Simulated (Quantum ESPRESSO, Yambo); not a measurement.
# AlN (F-43m): G0W0 in Yambo against the bands, part 2 of 2

How does the gap of AlN (F-43m) converge in the bands?

Yambo 5.3.0; PBE and many-body steps on it, plane waves. Known limits of the many-body steps: not at the basis limit; coarse k mesh.

So far. Step 4 (66 bands): Against the run before, the gap moves by +0.134 eV.

## (5) 118 bands

Level of this step: G0W0 on PBE, plane waves, norm-conserving pseudopotentials (Yambo).

gw4.in reads:

```
HF_and_locXC
gw0
dyson
ppa
em1d
rim_cut
RandQpts= 1000000
RandGvec= 1 RL
EXXRLvcs= 72 Ry
VXCRLvcs= 288 Ry
Chimod= "HARTREE"
% BndsRnXp
 1 | 118 |
%
NGsBlkXp= 15.5 Ry
% LongDrXp
 1 | 1 | 1 |
%
% GbndRnge
 1 | 118 |
%
DysSolver= "n"
ExtendOut
PPAPntXp= 27.21138 eV
% QPkrange
 1 | 1 | 3 | 6 |
 7 | 7 | 3 | 6 |
%
```

Launch:

```console
> OMP_NUM_THREADS=1 mpirun -n 4 yambo -F gw4.in -J gw4 -C gw4 > gw4.log
```

Log:

```text
 Yambo, version 5.3.0

 [02] CORE Variables Setup
 =========================

  [... cell, symmetries and grids as in the set-up ...]

  [02.05] Energies & Occupations
  ==============================

  [X] === General ===
  [X] Electronic Temperature                        :  0.000000  0.000000 [eV K]
  [X] Bosonic    Temperature                        :  0.000000  0.000000 [eV K]
  [X] Finite Temperature mode                       : no
  [X] El. density                                   :  0.38398E+24 [cm-3]
[...]
QP @ state[ 1 ] b range                          :   3   6
   QP @ state[ 2 ] K range                          :   7   7
   QP @ state[ 2 ] b range                          :   3   6
   GF energies kind                                 : Perdew, Burke & Ernzerhof(X)+Perdew, Burke & Ernzerhof(C)
   GF WF`s kind                                     : Perdew, Burke & Ernzerhof(X)+Perdew, Burke & Ernzerhof(C)
   Xs energies kind                                 : Perdew, Burke & Ernzerhof(X)+Perdew, Burke & Ernzerhof(C)
   Xs WF`s kind                                     : Perdew, Burke & Ernzerhof(X)+Perdew, Burke & Ernzerhof(C)

 [11] Game Over & Game summary
```

It took 31 s on 4 MPI ranks of Arm Neoverse V1, shared host; peak memory 1.3 GiB.

Numbers from this step:

```yaml
g0w0_gap_on_the_points_computed: 4.531 eV
starting_gap_on_the_mesh: 3.325 eV
k_of_the_valence_top: 0, 0, 0
k_of_the_conduction_bottom: 0, -0.5, -0.5
least_direct_g0w0_gap_on_the_computed_points: 5.602 eV
```

Against the run before, the gap moves by +0.101 eV.

## (6) 179 bands

gw5.in, as its differences from gw4.in of step 5:

```diff
@@ -12,3 +12,3 @@
 % BndsRnXp
- 1 | 118 |
+ 1 | 179 |
 %
@@ -19,3 +19,3 @@
 % GbndRnge
- 1 | 118 |
+ 1 | 179 |
 %
```

Launch:

```console
> OMP_NUM_THREADS=1 mpirun -n 4 yambo -F gw5.in -J gw5 -C gw5 > gw5.log
```

Log:

```text
 Yambo, version 5.3.0

 [02] CORE Variables Setup
 =========================

  [... cell, symmetries and grids as in the set-up ...]

  [02.05] Energies & Occupations
  ==============================

  [X] === General ===
  [X] Electronic Temperature                        :  0.000000  0.000000 [eV K]
  [X] Bosonic    Temperature                        :  0.000000  0.000000 [eV K]
  [X] Finite Temperature mode                       : no
  [X] El. density                                   :  0.38398E+24 [cm-3]
[...]
QP @ state[ 1 ] b range                          :   3   6
   QP @ state[ 2 ] K range                          :   7   7
   QP @ state[ 2 ] b range                          :   3   6
   GF energies kind                                 : Perdew, Burke & Ernzerhof(X)+Perdew, Burke & Ernzerhof(C)
   GF WF`s kind                                     : Perdew, Burke & Ernzerhof(X)+Perdew, Burke & Ernzerhof(C)
   Xs energies kind                                 : Perdew, Burke & Ernzerhof(X)+Perdew, Burke & Ernzerhof(C)
   Xs WF`s kind                                     : Perdew, Burke & Ernzerhof(X)+Perdew, Burke & Ernzerhof(C)

 [11] Game Over & Game summary
```

Run time: 46 s. Hardware: 4 MPI ranks; peak memory 1.3 GiB; 3 min of CPU time.

Numbers from this step:

```
G0W0 gap on the points computed              : 4.578 eV
starting gap on the mesh                     : 3.325 eV
k of the valence top                         : 0, 0, 0
k of the conduction bottom                   : 0, -0.5, -0.5
least direct G0W0 gap on the computed points : 5.626 eV
```

Against the run before, the gap moves by +0.047 eV.

## (7) 249 bands

gw6.in, as its differences from gw5.in of step 6:

```diff
@@ -12,3 +12,3 @@
 % BndsRnXp
- 1 | 179 |
+ 1 | 249 |
 %
@@ -19,3 +19,3 @@
 % GbndRnge
- 1 | 179 |
+ 1 | 249 |
 %
```

Launch:

```console
> OMP_NUM_THREADS=1 mpirun -n 4 yambo -F gw6.in -J gw6 -C gw6 > gw6.log
```

Log:

```text
 Yambo, version 5.3.0

 [02] CORE Variables Setup
 =========================

  [... cell, symmetries and grids as in the set-up ...]

  [02.05] Energies & Occupations
  ==============================

  [X] === General ===
  [X] Electronic Temperature                        :  0.000000  0.000000 [eV K]
  [X] Bosonic    Temperature                        :  0.000000  0.000000 [eV K]
  [X] Finite Temperature mode                       : no
  [X] El. density                                   :  0.38398E+24 [cm-3]
[...]
QP @ state[ 1 ] b range                          :   3   6
   QP @ state[ 2 ] K range                          :   7   7
   QP @ state[ 2 ] b range                          :   3   6
   GF energies kind                                 : Perdew, Burke & Ernzerhof(X)+Perdew, Burke & Ernzerhof(C)
   GF WF`s kind                                     : Perdew, Burke & Ernzerhof(X)+Perdew, Burke & Ernzerhof(C)
   Xs energies kind                                 : Perdew, Burke & Ernzerhof(X)+Perdew, Burke & Ernzerhof(C)
   Xs WF`s kind                                     : Perdew, Burke & Ernzerhof(X)+Perdew, Burke & Ernzerhof(C)

 [11] Game Over & Game summary
```

Run time: 63 s. Hardware: 4 MPI ranks; peak memory 1.4 GiB; 4.1 min of CPU time.

Numbers from this step:

- G0W0 gap on the points computed: 4.599 eV
- starting gap on the mesh: 3.325 eV
- k of the valence top: 0, 0, 0
- k of the conduction bottom: 0, -0.5, -0.5
- least direct G0W0 gap on the computed points: 5.637 eV

Against the run before, the gap moves by +0.021 eV.

## (8) Side by side

Times are wall times on 4 MPI ranks of Arm Neoverse V1, shared host, good to a factor of about two.

```csv
run,mesh,bands,screening cutoff (eV),DFT gap (eV),gap on the mesh (eV),direct (eV),time
18 bands,4×4×4,18,210.9,3.325,4.257,5.429,7.3 s
34 bands,4×4×4,34,210.9,3.325,4.296,5.468,11 s
66 bands,4×4×4,66,210.9,3.325,4.430,5.547,18 s
118 bands,4×4×4,118,210.9,3.325,4.531,5.602,31 s
179 bands,4×4×4,179,210.9,3.325,4.578,5.626,46 s
249 bands,4×4×4,249,210.9,3.325,4.599,5.637,63 s
```

## (9) Summary of results

```
18 bands     : 4.257 eV
34 bands     : 4.296 eV
66 bands     : 4.430 eV
118 bands    : 4.531 eV
179 bands    : 4.578 eV
249 bands    : 4.599 eV
known limits : not at the basis limit; coarse k mesh
```

The setting moved: bands. From 18 bands to 249 bands the gap moves by +0.34 eV, for 8.6 times the time. The last step still moves it by +0.021 eV. Bands and screening cutoff are coupled, so a series along one setting does not show full convergence. Bands and cutoff are finite, so the gap is not at the basis limit. The miss can reach some tenths of an eV and take either sign; the mesh is an error of its own. In the G0W0 runs levels were corrected at 2 k points alone, so a gap called «on the mesh» is the least over those, and an edge elsewhere would be missed. The 4×4×4 mesh is coarse for this cell, which bears on the long-range parts of exchange and screening.

[Paths, hosts, dates, memory and timing lines, banners, echoed tables and standing remarks are left out of the program output.]

[Logs are printed without paths, hosts, clocks, repeated set-up lines and the standing remarks that a program may print on its own settings, such as how far it seeks lower states.]

[Runs of the session that timed out or met a known fault of the program may be left out.]

[Hosts, paths, dates, database ids (printed as entryN), source tags and the programs' standing remarks are cut or masked in the printed files.]
